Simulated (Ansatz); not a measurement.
## What sets the Ti vacancy content of TiSi₂

All numbers below come from DFT PBE, scalar-relativistic, plane waves, PAW (Ansatz 0.2.0).

Cutoff 420 eV; k points 6×5×5 on the computed 23-atom cell (Γ-centred); Gaussian smearing, width 0.10 eV; no spin polarisation.

The ordered crystal (Cmcm, 14.35 Å³/atom, no gap on the mesh), relaxed at this level:

```
Ti Si
1.0
     1.77380   -6.78034    0.00000
     1.77380    6.78034    0.00000
     0.00000    0.00000    3.57922
Ti Si
2 4
Direct
  0.89682 0.10318 0.75000
  0.10318 0.89682 0.25000
  0.55915 0.44085 0.75000
  0.44085 0.55915 0.25000
  0.24983 0.75017 0.75000
  0.75017 0.24983 0.25000
```

The crystal stands on its own mesh of 10×10×10. The changed cells were relaxed on coarser meshes and computed once more on meshes like the one named, which can leave forces up to 0.25 eV/Å.

The crystal forms from the elements' standard states with -0.566 eV/atom, or -1.70 eV per Ti. From a supercell of 24 atoms neutral Ti atoms were removed at random and the cells relaxed:

```tsv
Ti removed	energy a vacancy, Ti-rich (eV)	volume / perfect	gap on mesh (eV)
1	2.95	0.986	0.00
2	2.95	0.963	0.00
```

Task: Over what range can the formation energy of the neutral Ti vacancy move?

Result: With k vacancies in the cell, E_v = [E(defect cell) − E(perfect cell)]/k + μ(Ti). With μ counted from the standard state, the compound is stable against the two elements for -1.70 eV ≤ Δμ ≤ 0, so for the most dilute cell E_v runs from 2.95 eV (Ti-rich) to 2.95 − 1.70 = 1.25 eV (Si-rich). At 1000 K the site fraction 1/[1 + exp(E_v/k_BT)] spans 1e-15 to 5e-7. Other phases of the two elements can narrow the range. Vacancies of Si, antisites and interstitials weren't computed and can be far cheaper. Even the most dilute cell lacks 12.5 % of its Ti, far from an isolated defect.

With 2 vacancies the cost is 2.95 eV each against 2.95 eV: in these draws vacancies change each other's cost by 0.15 eV each at most.

Cost: 5 runs of about 31 core-minutes in all (earlier runs that led there not counted), on Arm Neoverse V1 (shared hosts).